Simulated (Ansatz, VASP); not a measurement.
**One calculation of Pt, two programs**

```
Pt
1.0
     0.00000    1.94565    1.94565
     1.94565    0.00000    1.94565
     1.94565    1.94565    0.00000
Pt
1
Cartesian
  0.0000 0.0000 0.0000
```

Alike in both runs: functional LDA; k mesh 8 × 8 × 8; occupations gaussian, width 0.1 eV; no spin polarisation.

Ansatz relaxed the structure, and its values are those at the end. VASP's run is a single point on that final structure, the one shown.

|  | VASP | Ansatz |
| --- | --- | --- |
| version | VASP 6.6.1 | Ansatz 0.2.0 |
| potentials or method | VASP PAW LDA potentials, release 64 (Pt) | scalar-relativistic, plane waves, PAW |
| plane-wave cutoff (eV) | 520 | 420 |
| valence electrons in the cell | 10 | 18 |

Ansatz gave:

* gap on the k mesh at the Fermi level (eV): none
* pressure (GPa): 0.0

Question: What did VASP give for the same quantities?

Answer: gap on the k mesh at the Fermi level (eV): none; pressure (GPa): 0.7.

A gap of «none» marks a metal or a gap that the smearing closes. The two sets of potentials don't hold the same shells in valence. Ansatz warned: «pseudo_functional_mismatch».

The runs have no spin-orbit coupling, so splittings on Pt are missing.
